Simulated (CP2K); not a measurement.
Crystal: TiO2.

```
CELL_PARAMETERS angstrom
5.29100 0.00000 0.00000
-2.64550 4.58214 0.00000
0.00000 0.00000 6.13300
ATOMIC_POSITIONS crystal
Ti 0.46446 0.98915 0.29998
Ti 0.01771 0.45763 0.64829
Ti 0.54710 0.55927 0.99816
O 0.39862 0.31075 0.22418
O 0.68466 0.07622 0.56390
O 0.91504 0.60361 0.88112
O 0.32561 0.42086 0.78586
O 0.11687 0.72076 0.45546
O 0.52993 0.86176 0.14304
```

The cell comes from a database or a generator and needn't be the stable form of this composition.

The cell isn't the ideal one: all atoms moved at random.

Base run:

```yaml
Program: CP2K 2026.2
Functional: LDA
Potentials_or_basis: POTENTIAL_UZH Ti GTH-PBE-q12, O GTH-PBE-q6; DZVP-MOLOPT-PBE-GTH basis
Density_cutoff: 11565 eV
k_mesh: 5 × 5 × 4
Occupations: fermi-dirac, width 0.05 eV
Spin: no spin polarisation
```

Its results: band gap on the k mesh 3.14 eV, indirect (least direct gap 3.23 eV); pressure 15.6 GPa; largest force 41.663 eV/Å.

**Question.** The run is repeated on the same cell with these changes: functional from LDA to HLE16. What comes out?

**Answer.** Band gap on the k mesh 2.71 eV, indirect (least direct gap 2.77 eV); pressure 0.2 GPa; largest force 33.434 eV/Å.

Caveats: the potentials were made for another functional, which shifts forces and pressure; an odd mesh through Γ misses points on the zone boundary, where band edges often lie; the basis of atomic orbitals isn't converged, which shifts pressures, moduli and gaps; the potentials were made for a functional far from this one (some runs).
